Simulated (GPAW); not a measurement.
The system is ZnSe (Stilleite).

```xyz
2
Lattice="0.0000 2.8338 2.8338 2.8338 0.0000 2.8338 2.8338 2.8338 0.0000" Properties=species:S:1:pos:R:3 pbc="T T T"
Se    4.2507    4.2507    4.2507
Zn    0.0000    0.0000    0.0000
```

Base run:

| Quantity | Value |
| --- | --- |
| Program | GPAW 26.7.0 |
| Functional | LDA |
| Potentials or basis | the program's PAW data sets (release 1.2.1) made for this functional |
| Cutoff | 500 eV |
| Basis | pw |
| k mesh | 7 × 7 × 7 |
| Occupations | fermi-dirac, width 0.05 eV |
| Spin | no spin polarisation |

Its results: band gap on the k mesh 1.04 eV, direct.

Task: The run is repeated on the same cell with these changes: functional from LDA to GLLB-SC; cutoff from 500 eV to 600 eV. What comes out?

Result: Band gap on the k mesh with the derivative discontinuity 2.28 eV.

Caveats: an odd mesh through Γ misses points on the zone boundary, where band edges often lie; the GLLB-SC gap is the Kohn-Sham gap of the path plus the derivative discontinuity (some runs); a model potential gives levels but no total energy (some runs).

Not every run made on this cell is shown here.
